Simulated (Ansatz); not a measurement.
# ZnS: the gap against volume

ZnS, F-43m, a = 5.389 Å. The compound has several low-lying forms, and this is one of them. Ansatz: r2SCAN, PAW, 500 eV, Γ-centred 8×8×8 mesh on 2 atoms, Gaussian smearing 0.02 eV; no spin polarisation. Symmetry fixes shape and atoms, so the cell is only scaled; x = ln(V/V0) with V0 = 19.564 Å³/atom. The gap is read at the mesh points alone.

```
      x gap y (eV)
-0.0619           ?
-0.0305       2.845
 0.0000       2.703
 0.0296       2.568
 0.0583       2.438
```

**Question.** Fit a straight line to the other rows, give the volume deformation potential of the gap and its pressure coefficient, and predict the missing gap. B0 = 78.6 GPa.

**Answer.** Means x = 0.01435, y = 2.6385; Σ(Δx)² = 0.004382, ΣΔxΔy = -0.02007; the slope is their ratio. y = 2.7042 − 4.5815 x. The slope is the deformation potential a = dE_g/d ln V = -4.58 eV, and dE_g/dP = −a/B0 = 58.3 meV/GPa. At x = -0.0619 the fit asked for gives 2.988 eV. The run gave 2.993 eV, so the fit is 0.005 eV too low, a small miss on the scale of the series. The form still works here, 35 % of the fitted range beyond its end.

Semilocal functionals give gaps under the measured ones; changes of the gap mostly carry over better.

Cost: 5 runs of about 0.8 core-minutes in all, on AMD EPYC 7R43 (Zen 3) (shared hosts).